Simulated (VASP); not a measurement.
# Os (P6_3/mmc) in VASP: settings compared, part 2 of 2

VASP 6.6.1. Earlier steps stand in the parts before.

## 4. Relaxation of cell and atoms, PBEsol+D3(BJ)

INCAR reads:

```
SYSTEM = Os
PREC = Accurate
ENCUT = 600
EDIFF = 1E-6
ISMEAR = -1
SIGMA = 0.05
LREAL = .False.
LASPH = .True.
NELM = 80
ALGO = Fast
ISIF = 3
LWAVE = .False.
LCHARG = .False.
GGA = PS
IVDW = 12
IBRION = 2
NSW = 40
EDIFFG = -0.005
```

KPOINTS reads:

```
regular mesh
0
Gamma
  11 11 6
  0 0 0
```

POSCAR reads:

```
Os
1.0
    2.7341000000      0.0000000000      0.0000000000
   -1.3670500000      2.3678000565      0.0000000000
    0.0000000000      0.0000000000      4.3197000000
Os
2
Direct
    0.6666666667      0.3333333333      0.7500000000
    0.3333333333      0.6666666667      0.2500000000
```

Potentials or basis: VASP PAW PBE potentials, release 64 (Os).

Command:

```bash
> cat potpaw_PBE.64/Os/POTCAR > POTCAR
> mpirun -np 1 vasp_std > vasp.out
```

OUTCAR:

```text
SYSTEM = Os
   PREC = Accurate
   ENCUT = 600
   EDIFF = 1E-6
   ISMEAR = -1
   LREAL = .False.
   LASPH = .True.
   NELM = 80
   ISIF = 3
   GGA = PS
   IVDW = 12
   IBRION = 2
   NSW = 40
   EDIFFG = -0.005
 IVDW          = 12

 ion  position               nearest neighbor table
   1  0.667  0.333  0.750-   2 2.68   2 2.68   2 2.68   2 2.68   2 2.68   2 2.68
   2  0.333  0.667  0.250-   1 2.68   1 2.68   1 2.68   1 2.68   1 2.68   1 2.68

  LATTYP: Found a hexagonal cell.
 ALAT       =     2.7341000000
 C/A-ratio  =     1.5799348963

  Lattice vectors:

 A1 = (   2.7341000000,   0.0000000000,   0.0000000000)
 A2 = (  -1.3670500000,   2.3678000565,   0.0000000000)
 A3 = (   0.0000000000,   0.0000000000,   4.3197000000)

Analysis of symmetry for initial positions (statically):
=====================================================================
 Subroutine PRICEL returns:
 Original cell was already a primitive cell.

 Routine SETGRP: Setting up the symmetry group for a
 hexagonal supercell.

 Subroutine GETGRP returns: Found 24 space group operations
 (whereof 12 operations were pure point group operations)
 out of a pool of 24 trial point group operations.

The static configuration has the point symmetry D_3d.
 The point group associated with its full space group is D_6h.

Analysis of symmetry for dynamics (positions and initial velocities):
=====================================================================
 Subroutine PRICEL returns:
 Original cell was already a primitive cell.
[... 163 lines left out ...]

 Edisp (eV)   -1.33586

 E8    (eV) :    -0.9534
[... 31 lines left out ...]
--------------------------------------- Ionic step        2  -------------------------------------------

 number of electron      16.0000000 magnetization

 E-fermi :  11.3101     XC(G=0): -14.8871

 val. band max:       11.2984578356   @ k =   0.0909   0.0000   0.3333
 cond. band min:      11.3763664269   @ k =   0.3636   0.0909   0.3333
 fundamental gap:      0.0779085914
 Fermi energy:        11.3101015757

 k-point     1 :       0.0000    0.0000    0.0000
  band No.  band energies     occupation
      1      -0.8214      2.00000
      2       2.2258      2.00000
      3       7.6435      2.00000
      4       7.6435      2.00000
      5       7.9706      2.00000
      6       8.6900      2.00000
      7       8.6900      2.00000
      8       9.4798      2.00000
      9       9.4798      2.00000
     10      11.4444      0.12769
     11      13.4021      0.00000
     12      13.4021      0.00000
[... 624 lines left out ...]
--------------------------------------- Ionic step        9  -------------------------------------------

 number of electron      16.0000000 magnetization

 Free energy of the ion-electron system (eV)
  ---------------------------------------------------
  ext. energy  EPLUGINS =         0.00000000
  ---------------------------------------------------
  free energy    TOTEN  =       -24.46471874 eV

  energy without entropy =      -24.45202563  energy(sigma->0) =      -24.45837219

 E-fermi :   9.6110     XC(G=0): -14.2832

 val. band max:        9.5920443314   @ k =   0.0909   0.0000   0.3333
 cond. band min:       9.6419879740   @ k =   0.0000   0.0000   0.0000
 fundamental gap:      0.0499436426
 Fermi energy:         9.6109637936

 k-point     1 :       0.0000    0.0000    0.0000
  band No.  band energies     occupation
      1      -1.5480      2.00000
      2       1.6102      2.00000
      3       6.4875      2.00000
      4       6.4875      2.00000
      5       6.7361      2.00000
      6       7.3636      2.00000
      7       7.3636      2.00000
      8       8.0504      2.00000
      9       8.0504      2.00000
     10       9.6420      0.69934
     11      11.4120      0.00000
     12      11.4120      0.00000
[... 378 lines left out ...]
  FREE ENERGIE OF THE ION-ELECTRON SYSTEM (eV)
  ---------------------------------------------------
  free  energy   TOTEN  =       -25.8309466666 eV

  energy  without entropy=      -25.8182535565  energy(sigma->0) =      -25.82460011

 reached required accuracy - stopping structural energy minimisation
```

OSZICAR:

```text
N       E                     dE             d eps       ncg     rms          rms(c)
DAV:   1     0.116689591720E+03    0.11669E+03   -0.83472E+03  1536   0.144E+03
[... 78 lines left out ...]
RMM:   5    -0.244662309983E+02   -0.27295E-06   -0.23651E-06   917   0.103E-02
   8 F= -.25830896E+02 E0= -.25824537E+02  d E =0.468146E-04
       N       E                     dE             d eps       ncg     rms          rms(c)
DAV:   1    -0.244647953974E+02    0.14353E-02   -0.20669E-03  1536   0.391E-01    0.120E-01
RMM:   2    -0.244647308484E+02    0.64549E-04   -0.62047E-05  1536   0.810E-02    0.413E-02
RMM:   3    -0.244647177801E+02    0.13068E-04   -0.68947E-05  1536   0.617E-02    0.961E-03
RMM:   4    -0.244647187408E+02   -0.96076E-06   -0.68722E-06  1280   0.388E-02
   9 F= -.25830947E+02 E0= -.25824600E+02  d E =-.346943E-05
```

It took 2.4 min on 1 thread of Intel Xeon Platinum 8259CL at 2.50GHz (Skylake/Cascade Lake), shared host; peak memory 0.18 GiB.

Results:

| Quantity | Value |
| --- | --- |
| Free energy | -25.8309 eV |
| Relaxed volume | 13.67 Å³/atom |
| Relaxed cell | a = 2.713 Å, b = 2.713 Å, c = 4.290 Å, α = 90.00°, β = 90.00°, γ = 120.00° |
| Space group after relaxing (to 0.05 Å) | P6_3/mmc (No. 194) |
| Energy gained by relaxing | 9.7 meV/atom |
| Ionic steps | 9 |
| Pressure after relaxing | 0.0 GPa |
| Band gap on the k mesh | none (metal or under the smearing width) |
| Dispersion energy per atom | -0.683 eV |

The path:
| step | energy change (eV) | largest force (eV/Å) | pressure (GPa) | volume (Å³) |
| --- | --- | --- | --- | --- |
| 1 | 0.0000 | 0.0000 | -9.82 | 27.96 |
| 2 | 0.4593 | 0.0000 | 62.56 | 24.64 |
| 3 | -0.0193 | 0.0000 | -0.52 | 27.38 |
| 4 | -0.0193 | 0.0000 | -0.08 | 27.35 |
| 5 | -0.0193 | 0.0000 | 0.14 | 27.34 |
| 6 | -0.0193 | 0.0000 | 0.17 | 27.34 |
| 7 | -0.0193 | 0.0000 | 0.16 | 27.34 |
| 8 | -0.0193 | 0.0000 | -0.50 | 27.38 |
| 9 | -0.0193 | 0.0000 | -0.03 | 27.35 |

Final structure:
```
CELL_PARAMETERS angstrom
2.71294 0.00000 0.00000
-1.35647 2.34947 0.00000
0.00000 0.00000 4.29050
ATOMIC_POSITIONS crystal
Os 0.66667 0.33333 0.75000
Os 0.33333 0.66667 0.25000
```

Caveat: the PAW data sets were made with another functional, which shifts forces and pressure a little; pairwise dispersion overbinds metals, which lowers pressure and volume. The run has no spin-orbit coupling, so splittings on Os are missing.

## 5. Summary

| level | gap on the mesh (eV) | pressure (GPa) | relaxed volume (Å³/atom) |
| --- | --- | --- | --- |
| PBE+TS | none | 0.0 | 13.77 |
| PBEsol+D3 | none | 0.1 | 13.68 |
| PBEsol+D3(BJ) | none | 0.0 | 13.67 |

Alike in all rows: task relaxation of cell and atoms; potentials or basis VASP PAW PBE potentials, release 64 (Os); no spin polarisation; cell relaxed; k mesh 11 × 11 × 6; cutoff (eV) 600; smearing fermi-dirac 0.05 eV.

Caveats: pairwise dispersion overbinds metals, which lowers pressure and volume; the PAW data sets were made with another functional, which shifts forces and pressure a little (some runs); atom-pairwise D2, TS and ULG terms overbind metals (some runs).

Absolute energies hang on the potentials; compare differences alone.
